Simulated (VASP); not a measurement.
# Zr (P6_3/mmc) in VASP: a series of runs

The runs below take Zr through relaxation of cell and atoms, electrostatic potential, with PBEsol.

Everything below comes from runs of VASP 6.6.1. Logs are shortened: lines on timing, memory, paths and dates and some standing lists are left out, and cuts for length are marked.

### Step 1. Starting point

It takes space group P6_3/mmc (No. 194, hexagonal). Conventional cell: a = 3.190 Å, b = 3.190 Å, c = 5.110 Å, α = 90.00°, β = 90.00°, γ = 120.00°. Around Zr (site symmetry -6m2) lie 12 Zr at 3.15 to 3.19 Å.

The cell was built by a generator and needn't be a form met in nature.

### Step 2. Relaxation of cell and atoms, PBEsol

Contents of INCAR:

```
  ALGO = Normal
  EDIFF = 1E-7
  EDIFFG = -0.005
  ENCUT = 600
  GGA = PS
  IBRION = 2
  ISIF = 3
  ISMEAR = 1
  LASPH = T
  LCHARG = F
  LREAL = F
  LWAVE = F
  NELM = 120
  NSW = 60
  PREC = Accurate
  SIGMA = 0.1
```

Contents of KPOINTS:

```
k-points
0
Gamma
  16 16 8
```

Contents of POSCAR:

```
Zr
1.0
    3.1900000000      0.0000000000      0.0000000000
   -1.5950000000      2.7626210400      0.0000000000
    0.0000000000      0.0000000000      5.1100000000
Zr
2
Direct
    0.3333333300      0.6666666700      0.2500000000
    0.6666666700      0.3333333300      0.7500000000
```

Potentials or basis: VASP PAW PBE potentials, release 64 (Zr_sv).

Launch:

```
> cat potpaw_PBE.64/Zr_sv/POTCAR > POTCAR
> mpirun -np 1 vasp_std > vasp.out
```

OUTCAR:

```text
EDIFF = 1E-7
   EDIFFG = -0.005
   ENCUT = 600
   GGA = PS
   IBRION = 2
   ISIF = 3
   ISMEAR = 1
   LASPH = T
   LREAL = F
   NELM = 120
   NSW = 60
   PREC = Accurate

 ion  position               nearest neighbor table
   1  0.333  0.667  0.250-   2 3.15   2 3.15   2 3.15   2 3.15   2 3.15   2 3.15
   2  0.667  0.333  0.750-   1 3.15   1 3.15   1 3.15   1 3.15   1 3.15   1 3.15

  LATTYP: Found a hexagonal cell.
 ALAT       =     3.1900000000
 C/A-ratio  =     1.6018808777

  Lattice vectors:

 A1 = (   3.1900000000,   0.0000000000,   0.0000000000)
 A2 = (  -1.5950000000,   2.7626210400,   0.0000000000)
 A3 = (   0.0000000000,   0.0000000000,   5.1100000000)

Analysis of symmetry for initial positions (statically):
=====================================================================
 Subroutine PRICEL returns:
 Original cell was already a primitive cell.

 Routine SETGRP: Setting up the symmetry group for a
 hexagonal supercell.

 Subroutine GETGRP returns: Found 24 space group operations
 (whereof 12 operations were pure point group operations)
 out of a pool of 24 trial point group operations.

The static configuration has the point symmetry D_3d.
 The point group associated with its full space group is D_6h.

Analysis of symmetry for dynamics (positions and initial velocities):
=====================================================================
 Subroutine PRICEL returns:
 Original cell was already a primitive cell.

 Routine SETGRP: Setting up the symmetry group for a
 hexagonal supercell.

 Subroutine GETGRP returns: Found 24 space group operations
 (whereof 12 operations were pure point group operations)
 out of a pool of 24 trial point group operations.

The dynamic configuration has the point symmetry D_3d.
 The point group associated with its full space group is D_6h.

 Subroutine INISYM returns: Found 24 space group operations
 (whereof 12 operations are pure point group operations),
 and found     1 'primitive' translations

----------------------------------------------------------------------------------------

                                     Primitive cell

  volume of cell :      45.0332

  direct lattice vectors                    reciprocal lattice vectors
     3.190000000  0.000000000  0.000000000     0.313479624  0.180987545  0.000000000
    -1.595000000  2.762621040  0.000000000     0.000000000  0.361975090  0.000000000
     0.000000000  0.000000000  5.110000000     0.000000000  0.000000000  0.195694716

  length of vectors
     3.190000000  3.190000002  5.110000000     0.361975090  0.361975090  0.195694716

  position of ions in fractional coordinates (direct lattice)
     0.333333330  0.666666670  0.250000000
     0.666666670  0.333333330  0.750000000

  ion indices of the primitive-cell ions
   primitive index   ion index
                 1           1
                 2           2

----------------------------------------------------------------------------------------

 KPOINTS: k-points

Automatic generation of k-mesh.
 Grid dimensions read from file:
 generate k-points for:   16   16    8

 Generating k-lattice:

  Cartesian coordinates                     Fractional coordinates (reciprocal lattice)
     0.019592476  0.011311722  0.000000000     0.062500000  0.000000000  0.000000000
     0.000000000  0.022623443  0.000000000     0.000000000  0.062500000  0.000000000
     0.000000000  0.000000000  0.024461840     0.000000000  0.000000000  0.125000000

  Length of vectors
     0.022623443  0.022623443  0.024461840

  Shift w.r.t. Gamma in fractional coordinates (k-lattice)
     0.000000000  0.000000000  0.000000000

 Subroutine IBZKPT returns following result:
 ===========================================

 Found    150 irreducible k-points:

 Following reciprocal coordinates:
            Coordinates               Weight
  0.000000  0.000000  0.000000      1.000000
  0.062500 -0.000000  0.000000      6.000000
  0.125000 -0.000000  0.000000      6.000000
  0.187500 -0.000000  0.000000      6.000000
  0.250000 -0.000000  0.000000      6.000000
  0.312500 -0.000000  0.000000      6.000000
[... 16 lines left out ...]
  0.187500  0.187500  0.000000      6.000000
  0.250000  0.187500  0.000000     12.000000
 [... further k-points ...]
   k-points           NKPTS =    150   k-points in BZ     NKDIM =    150   number of bands    NBANDS=     16
   number of dos      NEDOS =    301   number of ions     NIONS =      2
   total plane-waves  NPLWV =  32928
   dimension x,y,z NGX =    28 NGY =   28 NGZ =   42
   dimension x,y,z NGXF=    56 NGYF=   56 NGZF=   84
   ions per type =               2
   NGX,Y,Z   is equivalent  to a cutoff of  14.59, 14.59, 13.66 a.u.
   NGXF,Y,Z  is equivalent  to a cutoff of  29.18, 29.18, 27.33 a.u.
 SYSTEM =  unknown system
   PREC   = accura    normal or accurate (medium, high low for compatibility)
   ISTART =      0    job   : 0-new  1-cont  2-samecut
   ICHARG =      2    charge: 1-file 2-atom 10-const
   ISPIN  =      1    spin polarized calculation?
   LNONCOLLINEAR =      F non collinear calculations
   LSORBIT =      F    spin-orbit coupling
   LASPH  =      T    aspherical Exc in radial PAW
   ENCUT  =  600.0 eV  44.10 Ry    6.64 a.u.   6.37  6.37 10.21*2*pi/ulx,y,z
   NELM   =    120;   NELMIN=  2; NELMDL= -5     # of ELM steps
   EDIFF  = 0.1E-06   stopping-criterion for ELM
   LREAL  =      F    real-space projection
   EDIFFG = -.5E-02   stopping-criterion for IOM
   NSW    =     60    number of steps for IOM
   IBRION =      2    ionic relax: 0-MD 1-quasi-New 2-CG
   NFREE  =      1    steps in history (QN), initial steepest desc. (CG)
   ISIF   =      3    stress and relaxation
   ISYM   =      2    0-nonsym 1-usesym 2-fastsym
   POTIM  = 0.5000    time-step for ionic-motion
   TEBEG  =    0.0;   TEEND  =   0.0 temperature during run
   PSTRESS=    0.0 pullay stress
   NELECT =      24.0000    total number of electrons
   NUPDOWN=      -1.0000    fix difference up-down
   EMIN   =  10.00;   EMAX   =-10.00  energy-range for DOS
   EFERMI =   0.00;   METHOD = LEGACY
   ISMEAR =     1;   SIGMA  =   0.10  broadening in eV -4-tet -1-fermi 0-gaus
   EFERMI_NEDOS =   21; number of points for ismear=-14 and -15
   IALGO  =     38    algorithm
   IMIX   =      4    mixing-type and parameters
     AMIX     =   0.40;   BMIX     =  1.00
     AMIX_MAG =   1.60;   BMIX_MAG =  1.00
  volume/ion in A,a.u.               =      22.52       151.95
  Fermi-wavevector in a.u.,A,eV,Ry     =   1.327295  2.508225 23.969564  1.761713
  Thomas-Fermi vector in A             =   2.456618
   LORBIT       =      0    0 simple, 1 ext, 2 COOP (PROOUT), +10 PAW based schemes
   GGA     = PS    functional components
   LHFCALC =     F    Hartree Fock is set to
   AEXX    =    0.0000 exact exchange contribution
   IVDW    =     0    specifies the selected vdW correction
   LEPSILON=     F    determine dielectric tensor
   LRPA    =     F    only Hartree local field effects (RPA)
 conjugate gradient relaxation of ions
 non-spin polarized calculation
 Methfessel and Paxton  Order N= 1 SIGMA  =   0.10
  energy-cutoff  :      600.00
  volume of cell :       45.03
 maximum number of plane-waves:      1524
 NGX is ok and might be reduce to    28
   NGX = 13   NGY = 13   NGZ = 21

--------------------------------------- Ionic step        1  -------------------------------------------

 number of electron      24.0000000 magnetization

 Free energy of the ion-electron system (eV)
  ---------------------------------------------------
  ext. energy  EPLUGINS =         0.00000000
  ---------------------------------------------------
  free energy    TOTEN  =       -18.16405095 eV

  energy without entropy =      -18.16444675  energy(sigma->0) =      -18.16418288

------------------------ aborting loop because EDIFF is reached ----------------------------------------

  FORCE on cell =-STRESS in cart. coord.  units (eV):
  Direction    XX          YY          ZZ          XY          YZ          ZX
  --------------------------------------------------------------------------------------
  -------------------------------------------------------------------------------------
  Total       -0.0508894     -0.0508894     -0.0285417      0.0000000     -0.0000000      0.0000000
  in kB       -1.8105266     -1.8105266     -1.0154466      0.0000000     -0.0000000      0.0000000
  external PRESSURE =      -1.5455000 kB  Pullay stress =       0.0000000 kB
[... 93 lines left out ...]
  energy  without entropy=      -18.1644355635  energy(sigma->0) =      -18.16420459

--------------------------------------- Ionic step        4  -------------------------------------------

 number of electron      24.0000000 magnetization

 Free energy of the ion-electron system (eV)
  ---------------------------------------------------
  ext. energy  EPLUGINS =         0.00000000
  ---------------------------------------------------
  free energy    TOTEN  =       -18.16409297 eV

  energy without entropy =      -18.16442835  energy(sigma->0) =      -18.16420476

 E-fermi :   9.2801     XC(G=0): -11.3636

 val. band max:        9.2710279591   @ k =   0.0000   0.0000   0.5000
 cond. band min:       9.2914285401   @ k =   0.1875   0.1250   0.3750
 fundamental gap:      0.0204005810
 Fermi energy:         9.2801484813

 k-point     1 :       0.0000    0.0000    0.0000
  band No.  band energies     occupation
      1     -39.4106      2.00000
      2     -39.2344      2.00000
      3     -18.0252      2.00000
      4     -17.0423      2.00000
      5     -17.0423      2.00000
      6     -16.9020      2.00000
[... 8 lines left out ...]
     15      10.8466     -0.00000
     16      10.8466     -0.00000
[... 420 lines left out ...]
  band No.  band energies     occupation
      1     -39.2742      2.00000
      2     -39.1927      2.00000
      3     -17.6337      2.00000
      4     -17.6281      2.00000
      5     -17.5585      2.00000
      6     -17.2852      2.00000
[... 8 lines left out ...]
     15      10.3917     -0.00000
     16      12.3817      0.00000

 [... further k-points ...]
[... 5 lines left out ...]
  --------------------------------------------------------------------------------------
  -------------------------------------------------------------------------------------
  Total       -0.0018144     -0.0018144      0.0055462     -0.0000000      0.0000000      0.0000000
  in kB       -0.0646579     -0.0646579      0.1976451     -0.0000000      0.0000000      0.0000000
  external PRESSURE =       0.0227765 kB  Pullay stress =       0.0000000 kB
[... 17 lines left out ...]
  FREE ENERGIE OF THE ION-ELECTRON SYSTEM (eV)
  ---------------------------------------------------
  free  energy   TOTEN  =       -18.1640929717 eV

  energy  without entropy=      -18.1644283505  energy(sigma->0) =      -18.16420476

 reached required accuracy - stopping structural energy minimisation
```

Wall time 3.2 min (1 thread of Intel Xeon Platinum 8488C (Sapphire Rapids), shared host); peak memory 0.25 GiB.

What came out:

* Free energy: -18.1641 eV
* Relaxed volume: 22.48 Å³/atom
* Relaxed cell: a = 3.187 Å, b = 3.187 Å, c = 5.110 Å, α = 90.00°, β = 90.00°, γ = 120.00°
* Space group after relaxing (to 0.05 Å): P6_3/mmc (No. 194)
* Energy gained by relaxing: 0.0 meV/atom
* Ionic steps: 4
* Pressure after relaxing: 0.0 GPa
* Band gap on the k mesh: none (metal or under the smearing width)

Final structure:
```
CELL_PARAMETERS angstrom
3.18749 0.00000 0.00000
-1.59374 2.76045 0.00000
0.00000 0.00000 5.10969
ATOMIC_POSITIONS crystal
Zr 0.33333 0.66667 0.25000
Zr 0.66667 0.33333 0.75000
```

Levels at points of the mesh, in eV from the Fermi level:
| k point | band 9 | band 10 | band 11 | band 12 | band 13 | band 14 | band 15 | band 16 |
| --- | --- | --- | --- | --- | --- | --- | --- | --- |
| (0.00, 0.00, 0.00) | -5.75 | -3.16 | 0.85 | 0.85 | 0.94 | 1.25 | 1.57 | 1.57 |
| (0.50, 0.00, 0.00) | -2.72 | -2.59 | -2.28 | -0.13 | 0.53 | 0.76 | 1.47 | 5.14 |
| (0.00, 0.00, 0.50) | -4.01 | -4.01 | -0.01 | -0.01 | 0.76 | 0.76 | 0.76 | 0.76 |
| (0.50, 0.00, 0.50) | -3.01 | -3.01 | -1.16 | -1.16 | 1.75 | 1.75 | 2.28 | 2.28 |

Caveat: the PAW data sets were made with another functional, which shifts forces and pressure a little.

(Part 1 of 2 ends here.)
